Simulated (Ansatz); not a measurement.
## Moving the pressure in Ta

The cell as given:

```
CELL_PARAMETERS angstrom
-1.65128 1.65128 1.65128
1.65128 -1.65128 1.65128
1.65128 1.65128 -1.65128
ATOMIC_POSITIONS crystal
Ta 0.00000 0.00000 0.00000
```

Kept alike: task relaxation of cell and atoms; functional PBEsol; k mesh 11 × 11 × 11; occupations fermi-dirac, width 0.05 eV; no spin polarisation. Program: Ansatz, all-electron LAPW, scalar-relativistic. The mesh is that of the run's cell of 1 atom. No spin-orbit coupling.

| run | volume (Å³/atom) |
| --- | --- |
| A | 17.230 |
| B | 16.271 |
| C | 17.622 |
| D | 15.750 |
| E | 16.882 |

The relaxations keep at least the cell's symmetry (Im-3m). For a metal such a mesh leaves the last digits unconverged. The runs follow the start's structure, whether or not it is the stable one at these pressures.

Q: The runs differ in the pressure alone: 0; 5; 10; 20; 30 GPa. Which run is which?

A: Run A is 5 GPa; run B is 20 GPa; run C is 0 GPa; run D is 30 GPa; run E is 10 GPa. The volume falls from 17.622 to 15.750 Å³/atom between 0 and 30 GPa. The volume falls ever more slowly, since the solid stiffens under load. At the pressures aimed at, which the runs meet within some tenths of a GPa, the step from 0 to 5 GPa gives a mean bulk modulus near 222 GPa, the last step 307 GPa.
